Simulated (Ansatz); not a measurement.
## Stationary points along a deformation path in MnO

Theory: DFT PBEsol, scalar-relativistic, plane waves, PAW (Ansatz 0.2.0). The runs took a 420 eV cutoff, a Γ-centred 20×20×20 mesh and Gaussian smearing (0.15 eV). Collinear spins, started from moments 4.4, 0.2 μB in atom order; the magnetic state may not be the lowest. Energies are free energies at this smearing, counted from the undisturbed cell; pressure is positive in compression.

The undisturbed cell (as given, not relaxed at this level; it stands at -7.6 GPa):

```
CELL_PARAMETERS angstrom
0.00000 2.22200 2.22200
2.22200 0.00000 2.22200
2.22200 2.22200 0.00000
ATOMIC_POSITIONS crystal
Mn 0.00000 0.00000 0.00000
O 0.50000 0.50000 0.50000
```

At fixed volume and fractional coordinates, lengths along (0.577, 0.577, 0.577) are scaled against those across it; ρ is that ratio over its starting value. V = 10.971 Å³/atom. Δσ is the stress along the axis less the mean stress across it (compression positive).

```
    ρ  ΔE (meV/atom)  Δσ (GPa) space group
0.500          564.7      0.00        Pm-3m
0.600          469.2     20.73         R-3m
0.710          272.9     27.98         R-3m
0.850           71.4     18.30         R-3m
0.930           15.0      8.86         R-3m
1.000            0.0      0.00        Fm-3m
1.080           18.6    -10.92         R-3m
1.200          110.7    -27.72         R-3m
1.410          436.1    -62.08         R-3m
1.700         1080.2    -83.22         R-3m
2.000         1725.0    -88.58         R-3m
```

Question: How does the stress give the slope of the energy, and where is the energy stationary?

Answer: Along the path d ln(length) is 2/3 d ln ρ on the axis and −1/3 d ln ρ across it, so dE/d ln ρ = −(2/3) V Δσ: the energy falls with ρ where Δσ is positive. Δσ vanishes or changes sign at ρ = 0.500 (Pm-3m, an end of the scan), at 564.7 meV/atom; at ρ = 1.000 (Fm-3m), a minimum at 0.0 meV/atom. Pairs of stationary points between two samples would go unseen, and could change a minimum read from distant neighbours into a maximum. At ρ = 0.500, 1.000 the cell is cubic, where symmetry alone makes the stress isotropic and the slope zero.

No gap shows at this level, though a semilocal functional can close a small gap that the real compound has; without a gap these slopes depend on the k mesh and the smearing.

The moment changes along the path, so the curve joins different magnetic states.

Cost: 11 runs of about 12 core-minutes in all, on Arm Neoverse V1 (shared hosts).